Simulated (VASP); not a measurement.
## NaF (Villiaumite): single point with r2SCAN

The system is NaF (Villiaumite).

```
Na F
1.0
     0.00000    2.32000    2.32000
     2.32000    0.00000    2.32000
     2.32000    2.32000    0.00000
Na F
1 1
Direct
  0.00000 0.00000 0.00000
  0.50000 0.50000 0.50000
```

- Program: VASP 6.6.1
- Task: single point
- Functional: r2SCAN
- Potentials or basis: VASP PAW PBE potentials, release 64 (Na_pv, F)
- Cutoff: 900 eV
- k mesh: 12 × 12 × 12
- Occupations: gaussian, width 0.02 eV
- Spin: no spin polarisation

```yaml
Pressure: -1.9 GPa
Band_gap_on_the_k_mesh: 7.16 eV, direct
```

Levels at points of the mesh, in eV from the valence-band top:
| k point | band 4 | band 5 | band 6 | band 7 | band 8 | band 9 | band 10 | band 11 |
| --- | --- | --- | --- | --- | --- | --- | --- | --- |
| (0.00, 0.00, 0.00) | -19.51 | 0.00 | 0.00 | 0.00 | 7.16 | 19.76 | 19.76 | 19.76 |
| (0.50, 0.00, 0.00) | -18.99 | -1.54 | -0.26 | -0.26 | 11.61 | 13.38 | 21.37 | 21.38 |
| (0.50, 0.50, 0.00) | -19.56 | -1.25 | -0.40 | -0.40 | 13.91 | 14.03 | 14.81 | 21.06 |

Wall time 3.3 min on 1 thread of Intel(R) Xeon(R) Platinum 8488C (Sapphire Rapids), on a shared host, peak memory 0.2 GiB.

Caveat: the PAW data sets were made with another functional, which shifts forces and pressure a little. r2SCAN opens gaps a little over a GGA but as a rule still falls short of measured ones.
